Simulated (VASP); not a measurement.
# TiO2 (Anatase) (I4_1/amd) in VASP: a series of runs, part 2 of 2

VASP 6.6.1. The steps go on from the part before.

## 3. Relaxation of cell and atoms, PBEsol

Contents of INCAR:

```
PREC = Accurate ; ENCUT = 600
EDIFF = 1E-6 ; ISMEAR = 0
SIGMA = 0.03 ; LREAL = False
LASPH = True ; NELM = 80
ALGO = Normal ; ISIF = 3
LWAVE = False ; LCHARG = False
GGA = PS ; IBRION = 2
NSW = 90 ; EDIFFG = -0.01
KPAR = 2
```

Contents of KPOINTS:

```
Automatic mesh
0
Gamma
  10 10 10
```

Contents of POSCAR:

```
TiO2
1.0
   -1.8921000000      1.8921000000      4.7573000000
    1.8921000000     -1.8921000000      4.7573000000
    1.8921000000      1.8921000000     -4.7573000000
Ti O
2 4
Direct
    0.0000000000      0.0000000000      0.0000000000
    0.7500000000      0.2500000000      0.5000000000
    0.2081000000      0.2081000000      0.0000000000
    0.9581000000      0.4581000000      0.5000000000
    0.5419000000      0.0419000000      0.5000000000
    0.7919000000      0.7919000000      0.0000000000
```

Potentials or basis: VASP PAW PBE potentials, release 64 (Ti_sv, O).

Command:

```sh
$ cat potpaw_PBE.64/Ti_sv/POTCAR potpaw_PBE.64/O/POTCAR > POTCAR
$ mpirun -np 2 vasp_std > vasp.out
```

OUTCAR:

```text
PREC = Accurate
   ENCUT = 600
   EDIFF = 1E-6
   ISMEAR = 0
   LREAL = False
   LASPH = True
   NELM = 80
   ISIF = 3
   GGA = PS
   IBRION = 2
   NSW = 90
   EDIFFG = -0.01

 ion  position               nearest neighbor table
   1  0.000  0.000  0.000-   5 1.93   4 1.93   5 1.93   4 1.93   3 1.98   6 1.98
   2  0.750  0.250  0.500-   6 1.93   3 1.93   6 1.93   3 1.93   4 1.98   5 1.98
   3  0.208  0.208  0.000-   2 1.93   2 1.93   1 1.98
   4  0.958  0.458  0.500-   1 1.93   1 1.93   2 1.98
   5  0.542  0.042  0.500-   1 1.93   1 1.93   2 1.98
   6  0.792  0.792  0.000-   2 1.93   2 1.93   1 1.98

  LATTYP: Found a body centered tetragonal cell.
 ALAT       =     3.7842000000
 C/A-ratio  =     2.5142962846

  Lattice vectors:

 A1 = (  -1.8921000000,   1.8921000000,   4.7573000000)
 A2 = (   1.8921000000,  -1.8921000000,   4.7573000000)
 A3 = (   1.8921000000,   1.8921000000,  -4.7573000000)

Analysis of symmetry for initial positions (statically):
=====================================================================
 Subroutine PRICEL returns:
 Original cell was already a primitive cell.

 Routine SETGRP: Setting up the symmetry group for a
 body centered tetragonal supercell.

 Subroutine GETGRP returns: Found 16 space group operations
 (whereof  8 operations were pure point group operations)
 out of a pool of 16 trial point group operations.

[... 292 lines left out ...]

[... ionic steps 4 to 9 ...]

--------------------------------------- Ionic step       10  -------------------------------------------

 number of electron      47.9999997 magnetization

------------------------ aborting loop because EDIFF is reached ----------------------------------------
[... 75 lines left out ...]
--------------------------------------- Ionic step       12  -------------------------------------------

 number of electron      47.9999997 magnetization

 Free energy of the ion-electron system (eV)
  ---------------------------------------------------
  ext. energy  EPLUGINS =         0.00000000
  ---------------------------------------------------
  free energy    TOTEN  =       -56.22661854 eV

  energy without entropy =      -56.22661854  energy(sigma->0) =      -56.22661854

 E-fermi :   3.5471     XC(G=0): -11.0252

 val. band max:        3.2875797226   @ k =  -0.4000   0.4000   0.0000
 cond. band min:       5.3804826714   @ k =   0.0000   0.0000   0.0000
 fundamental gap:      2.0929029488
 Fermi energy:         3.5470952289

 k-point     1 :       0.0000    0.0000    0.0000
  band No.  band energies     occupation
      1     -52.8175      2.00000
      2     -52.7557      2.00000
      3     -29.4067      2.00000
      4     -29.1603      2.00000
      5     -29.1603      2.00000
      6     -29.0877      2.00000
[... 733 lines left out ...]
     27       6.8456      0.00000
     28       6.9919      0.00000

 [... further k-points ...]

------------------------ aborting loop because EDIFF is reached ----------------------------------------

  FORCE on cell =-STRESS in cart. coord.  units (eV):
  Direction    XX          YY          ZZ          XY          YZ          ZX
  --------------------------------------------------------------------------------------
  -------------------------------------------------------------------------------------
  Total        0.0033279      0.0033279      0.0156834      0.0000000     -0.0000000      0.0000000
  in kB        0.0784028      0.0784028      0.3694896      0.0000000     -0.0000000      0.0000000
  external PRESSURE =       0.1754317 kB  Pullay stress =       0.0000000 kB
[... 21 lines left out ...]
  FREE ENERGIE OF THE ION-ELECTRON SYSTEM (eV)
  ---------------------------------------------------
  free  energy   TOTEN  =       -56.2266185361 eV

  energy  without entropy=      -56.2266185361  energy(sigma->0) =      -56.22661854

 reached required accuracy - stopping structural energy minimisation
```

CONTCAR:

```text
TiO2
   1.00000000000000
    -1.8860493888562062    1.8860493888562062    4.7794973009681980
     1.8860493888562062   -1.8860493888562062    4.7794973009681980
     1.8860493888562062    1.8860493888562062   -4.7794973009681980
  Ti              O
     2     4
Direct
     0.0000000000000000    0.0000000000000000    0.0000000000000000
     0.7500000000000000    0.2500000000000000    0.5000000000000000
     0.2075587146781475    0.2075587146781475    0.0000000000000000
     0.9575587146781475    0.4575587146781476    0.5000000000000000
     0.5424412853218525    0.0424412853218525    0.5000000000000000
     0.7924412853218525    0.7924412853218525    0.0000000000000000

  0.00000000E+00  0.00000000E+00  0.00000000E+00
  0.00000000E+00  0.00000000E+00  0.00000000E+00
  0.00000000E+00  0.00000000E+00  0.00000000E+00
  0.00000000E+00  0.00000000E+00  0.00000000E+00
  0.00000000E+00  0.00000000E+00  0.00000000E+00
  0.00000000E+00  0.00000000E+00  0.00000000E+00
```

It took 13 min on 2 MPI ranks of AMD EPYC 9R45 (Zen 5), shared host; peak memory 0.45 GiB.

Results:

* Free energy: -56.2266 eV
* Relaxed volume: 11.33 Å³/atom
* Relaxed cell: a = 5.473 Å, b = 5.473 Å, c = 5.473 Å, α = 139.69°, β = 139.69°, γ = 58.33°
* Space group after relaxing (to 0.05 Å): I4_1/amd (No. 141)
* Energy gained by relaxing: 0.2 meV/atom
* Ionic steps: 12
* Pressure after relaxing: 0.0 GPa
* Band gap on the k mesh: 2.09 eV, indirect (least direct gap 2.42 eV)

Step by step:
| step | energy change (eV) | largest force (eV/Å) | pressure (GPa) | volume (Å³) |
| --- | --- | --- | --- | --- |
| 1 | 0.0000 | 0.0106 | -0.53 | 68.13 |
| 2 | -0.0006 | 0.0091 | 0.55 | 67.76 |
| 3 | -0.0008 | 0.0024 | 0.22 | 67.87 |
| 4 | -0.0008 | 0.0023 | 0.16 | 67.89 |
| 5 | -0.0009 | 0.0267 | -0.03 | 67.95 |
| 6 | -0.0009 | 0.0355 | -0.13 | 67.97 |
| 7 | -0.0009 | 0.0316 | -0.09 | 67.96 |
| 8 | -0.0009 | 0.0296 | -0.08 | 67.96 |
| 9 | -0.0010 | 0.0275 | -0.05 | 67.96 |
| 10 | -0.0011 | 0.0225 | 0.05 | 67.98 |
| 11 | -0.0012 | 0.0117 | 0.04 | 68.02 |
| 12 | -0.0012 | 0.0012 | 0.02 | 68.01 |

Final structure:
```
Ti O
1.0
    -1.88605    1.88605    4.77950
     1.88605   -1.88605    4.77950
     1.88605    1.88605   -4.77950
Ti O
2 4
Direct
  0.00000 0.00000 0.00000
  0.75000 0.25000 0.50000
  0.20756 0.20756 0.00000
  0.95756 0.45756 0.50000
  0.54244 0.04244 0.50000
  0.79244 0.79244 0.00000
```

Caveat: the PAW data sets were made with another functional, which shifts forces and pressure a little. A k mesh can miss the band edges.

## 4. Relaxation of cell and atoms, PBEsol

Contents of INCAR:

```
PREC = Accurate ; ENCUT = 600
EDIFF = 1E-7 ; ISMEAR = 0
SIGMA = 0.03 ; LREAL = False
LASPH = True ; NELM = 80
ALGO = Normal ; ISIF = 3
LWAVE = False ; LCHARG = False
GGA = PS ; IBRION = 2
NSW = 90 ; EDIFFG = -0.005
KPAR = 2
```

KPOINTS is that of step 3.

Contents of POSCAR:

```
TiO2                                    
1.0
   -1.8860493889      1.8860493889      4.7794973010
    1.8860493889     -1.8860493889      4.7794973010
    1.8860493889      1.8860493889     -4.7794973010
  Ti              O             
     2     4
Direct
     0.0000000000000000    0.0000000000000000    0.0000000000000000
     0.7500000000000000    0.2500000000000000    0.5000000000000000
     0.2075587146781475    0.2075587146781475    0.0000000000000000
     0.9575587146781475    0.4575587146781476    0.5000000000000000
     0.5424412853218525    0.0424412853218525    0.5000000000000000
     0.7924412853218525    0.7924412853218525    0.0000000000000000
```

Command:

```sh
$ cat potpaw_PBE.64/Ti_sv/POTCAR potpaw_PBE.64/O/POTCAR > POTCAR
$ mpirun -np 2 vasp_std > vasp.out
```

Run time: 3 min. Hardware: 2 MPI ranks of AMD EPYC 9R45 (Zen 5), shared host; peak memory 0.42 GiB.

Results (log left out):

```
Free energy             : -56.2264 eV
Pressure after relaxing : 0.0 GPa
Band gap on the k mesh  : 2.09 eV, indirect (least direct gap 2.42 eV)
```

Final structure:
```yaml
crystal:
  lattice:
    - [-1.88605, 1.88605, 4.77950]
    - [1.88605, -1.88605, 4.77950]
    - [1.88605, 1.88605, -4.77950]
  atoms:
    - { symbol: Ti, position: [0.00000, 0.00000, 0.00000] }
    - { symbol: Ti, position: [0.75000, 0.25000, 0.50000] }
    - { symbol: O, position: [0.20756, 0.20756, 0.00000] }
    - { symbol: O, position: [0.95756, 0.45756, 0.50000] }
    - { symbol: O, position: [0.54244, 0.04244, 0.50000] }
    - { symbol: O, position: [0.79244, 0.79244, 0.00000] }
```

Levels at points of the mesh, in eV from the valence-band top:
```tsv
k point	band 21	band 22	band 23	band 24	band 25	band 26	band 27	band 28
(0.00, 0.00, 0.00)	-0.77	-0.77	-0.46	-0.46	2.09	2.84	4.03	4.04
(0.50, 0.00, 0.00)	-1.98	-0.96	-0.83	-0.64	3.25	3.57	3.58	3.66
(0.50, 0.50, 0.00)	-2.09	-2.09	-0.04	-0.04	3.33	3.33	3.83	3.83
(0.50, 0.50, 0.50)	-1.26	-1.26	-0.10	-0.10	2.45	2.45	3.79	3.79
```

Caveat: the relaxation stopped at its first step, so nothing moved; the PAW data sets were made with another functional, which shifts forces and pressure a little.
